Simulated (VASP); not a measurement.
Write the native input for VASP 6.6.1 that does the following.

* Task: single point
* Functional: PBE
* Dispersion: D3(BJ)
* Potentials or basis: VASP PAW PBE potentials, release 64 (Sb)
* Cutoff: 520 eV
* k mesh: 6 × 6 × 6
* Occupations: gaussian, width 0.1 eV
* Spin: no spin polarisation
* Dipole correction: no
* Further INCAR settings: ALGO = Normal; EDIFF = 1e-06; NBANDS = 8

The structure of Sb lies in POSCAR:

```
Sb
1.0
    0.0000000000      2.3712425216      2.3712425216
    2.3712425216      0.0000000000      2.3712425216
    2.3712425216      2.3712425216      0.0000000000
Sb
1
Direct
    0.0000000000      0.0000000000      0.0000000000
```

This isn't the form of Sb at room conditions, which is rhombohedral.

These files were run (other wordings do the same):

INCAR

```
ALGO     = Normal         # electronic algorithm
EDIFF    = 1E-6           # SCF threshold, eV
ENCUT    = 520            # plane-wave cutoff, eV
GGA      = PE             # functional
ISIF     = 2              # what is computed and relaxed
ISMEAR   = 0              # smearing method
IVDW     = 12             # dispersion correction
LASPH    = T              # aspherical terms in the spheres
LCHARG   = F              # write CHGCAR
LREAL    = F              # projectors in reciprocal space
LWAVE    = F              # write WAVECAR
NBANDS   = 8              # bands
NELM     = 100            # most SCF steps
PREC     = Accurate       # precision mode
SIGMA    = 0.1            # smearing width, eV
```

KPOINTS

```
k-points
0
Gamma
  6 6 6
```

Potentials or basis: VASP PAW PBE potentials, release 64 (Sb).

The run is started by

```bash
$ cat potpaw_PBE.64/Sb/POTCAR > POTCAR
$ mpirun -np 1 vasp_std > vasp.out
```

Results of the run:

```yaml
Pressure: -1.4 GPa
Band_gap_on_the_k_mesh: none (metal or under the smearing width)
Dispersion_energy_per_atom: -0.530 eV
```

Caveat: the k mesh is coarse (spacing up to 0.38 Å⁻¹), so the values aren't converged; pairwise dispersion overbinds metals, which lowers pressure and volume.

It took 4.9 s on 1 thread of Intel(R) Xeon(R) Platinum 8488C (Sapphire Rapids) (shared host), peak memory 0.16 GiB.
